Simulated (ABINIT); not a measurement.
# CdS in ABINIT: convergence with pawecutdg

Crystal: CdS.

```xyz
2
Lattice="0.0000 2.7532 2.7532 2.7532 0.0000 2.7532 2.7532 2.7532 0.0000" Properties=species:S:1:pos:R:3 pbc="T T T"
Cd    0.0000    0.0000    0.0000
S     2.7532    2.7532    2.7532
```

Measurements of this composition are mostly on another form, of space group No. 186.

| Item | Value |
| --- | --- |
| Program | ABINIT 10.8.3 (patched build) |
| Task | single point |
| Functional | PBE |
| Potentials or basis | JTH PAW PBE v2.0 |
| Cutoff | 599 eV |
| k mesh | 8 × 8 × 8 |
| Occupations | fermi-dirac, width 0.05 eV |
| Spin | no spin polarisation |

These are the settings of the first run; the series varies pawecutdg, with any setting tied to it.

Hardware: 1 thread of Arm Neoverse V1 (shared host).

```
pawecutdg  energy less the tightest run, at zero smearing (meV/atom)  SCF cycles  CPU time (s)  peak memory (GiB)
     22.7                                                      -0.69          17            26               0.11
     26.4                                                      -0.11          17            26               0.11
       33                                                      -0.17          17            26               0.11
     39.6                                                       0.11          17            26               0.12
     48.4                                                       0.05          19            29               0.12
     59.4                                                      -0.09          17            27               0.14
     72.6                                                       0.00          18            29               0.17
```

Against the tightest run, the energy stays within 1 meV/atom from 22.7 on. The tightest run that finished is the yardstick and may itself not be fully converged.
